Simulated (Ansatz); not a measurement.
Runs of Ansatz 0.2.0 on Te. The structure is trigonal, space group P3_121 (No. 152). The conventional cell has a = 4.454 Å, b = 4.454 Å, c = 5.924 Å, α = 90.00°, β = 90.00°, γ = 120.00°. Te (site symmetry 2) has 2 Te at 2.86 Å as nearest neighbours. 

| task | level | k mesh | cutoff (eV) | smearing | points for each segment of the path | pressure (GPa) | largest force (eV/Å) |
| --- | --- | --- | --- | --- | --- | --- | --- |
| band structure | HF | 4 × 4 × 3 | 420 | fermi-dirac 0.05 eV | 4 | (b) | (c) |
| band structure | HSE03 | 4 × 4 × 3 | 420 | fermi-dirac 0.05 eV | 4 | 0.0 | 0.23 |
| band structure | r2SCANh | 4 × 4 × 3 | 500 | fermi-dirac 0.05 eV | 4 | (a) | 0.28 |
| band structure | PBEsol0 | 4 × 4 × 3 | 420 | fermi-dirac 0.05 eV | 4 | -1.8 | 0.42 |
| atomic charges | HSE06+D4 | 5 × 5 × 3 | 420 | gaussian 0.05 eV | - | -2.4 | 0.28 |

Alike in all rows: potentials or basis Ansatz PAW; no spin polarisation; cell as given.

Problem. Estimate the missing entries.

Solution. (a) 0.5; (b) 4.1; (c) 1.60.

Caveats: the PAW data sets come from PBE, with cores solved anew for the run's functional, which leaves a small shift of forces and pressure; the thresholds are loose for stress; forces of over 1 eV/Å show positions far from the minimum, so gaps and moduli don't describe the material at rest (some runs).
